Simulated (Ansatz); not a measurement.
A plane-wave DFT run in Ansatz 0.2.0 (scalar-relativistic PAW potentials unless the input names others): input and command.

```yaml
crystal:
  lattice:
    - [0.0, 2.836171844, 2.836171844]
    - [2.836171844, 0.0, 2.836171844]
    - [2.836171844, 2.836171844, 0.0]
  atoms:
    - { symbol: Al, position: [0.5, 0.5, 0.5] }
    - { symbol: Ni, position: [0.25, 0.25, 0.25] }
    - { symbol: Ni, position: [0.0, 0.0, 0.0] }
    - { symbol: Ni, position: [0.75, 0.75, 0.75] }
basis:
  ecutwfc: 420
kpoints:
  mp_grid: { grid: [14, 14, 14] }
hamiltonian:
  xc: pbe
scf:
  occupations: { method: gaussian, width: 0.1 }
  conv_thr: 60
  max_iter: 60
output:
  forces: true
  eigenvalues: true
  stress: true
```

```bash
ansatz run input.yaml --threads 1 --pin off --max-ram 2560MiB --backend cpu --events-out ev --progress --plain --runs-dir out
```

**Question.** Will this input run?

**Answer.** The program refuses it, because of a keyword of another program (scf.conv_thr: not typed → 60). Without that key it is accepted.

Abridged log:
```
Error: YAML parse error: error: line 19 column 3: unknown field `conv_thr`, expected one of max_iter, algorithm, n_extra_bands, self_checks, convergence, lower_state_search, omitted_lower_state_checks, lower_solution_reach, mixing, occupations, eigensolver, initial_density, exx
  --> <input>:19:3
   |
17 | scf:
18 |   occupations: { method: gaussian, width: 0.1 }
19 |   conv_thr: 60
   |   ^ unknown field `conv_thr`, expected one of max_iter, algorithm, n_extra_bands, self_checks, convergence, lower_state_search, omitted_lower_state_checks, lower_solution_reach, mixing, occupations, eigensolver, initial_density, exx
20 |   max_iter: 60
21 | output:
   |
```